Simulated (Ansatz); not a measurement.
# AgCl: the cost of one run

Method: DFT PBE, scalar-relativistic, plane waves, PAW, in Ansatz 0.2.0.

2 further runs of the same task are left out: 1 that didn't finish, 1 set aside as unsound or not needed. Runs told in other sessions of the task aren't counted.

## Step 1: The system as given

It takes space group Fm-3m (No. 225, cubic). Conventional cell: a = 5.612 Å, b = 5.612 Å, c = 5.612 Å, α = 90.00°, β = 90.00°, γ = 90.00°. Ag (site symmetry m-3m) is surrounded by 6 Cl at 2.81 Å. Cl (site symmetry m-3m) is surrounded by 6 Ag at 2.81 Å.

Coordinates:

```
Ag Cl
1.0
     0.00000    2.80589    2.80589
     2.80589    0.00000    2.80589
     2.80589    2.80589    0.00000
Ag Cl
1 1
Direct
  0.00000 0.00000 0.00000
  0.50000 0.50000 0.50000
```

It is the end of an earlier relaxation with the same method, from a distorted copy of a database structure. At a tolerance of 0.02 Å it has space group Fm-3m (No. 225); it has 22.09 Å³/atom, an uncorrected energy of -0.45 eV/atom over the elements and, on its mesh, gap 0.92 eV.

## Step 2: The cell scaled to 0.97 of its volume

input.yaml reads:

```yaml
crystal:
  lattice:
    - [0.0, 2.7775499752, 2.7775499752]
    - [2.7775499752, 0.0, 2.7775499752]
    - [2.7775499752, 2.7775499752, 0.0]
  atoms:
    - { symbol: Ag, position: [0.0, 0.0, 0.0] }
    - { symbol: Cl, position: [0.5, 0.5, 0.5] }
basis:
  ecutwfc: 420
kpoints:
  mp_grid: { grid: [8, 8, 8] }
hamiltonian:
  xc: pbe
scf:
  occupations: { method: gaussian, width: 0.02 }
output:
  forces: true
  stress: true
  eigenvalues: true
```

Started as:

```sh
$ ansatz run input.yaml --threads 1 --pin off --max-ram 2560MiB --backend cpu --events-out ev --progress --plain --runs-dir out
```

**Question.** How long does this run take on 1 thread of Intel Xeon at 2.50GHz (Skylake/Cascade Lake), shared host, and how much memory does it need?

About 2.9 s, with a peak of 0.32 GiB.
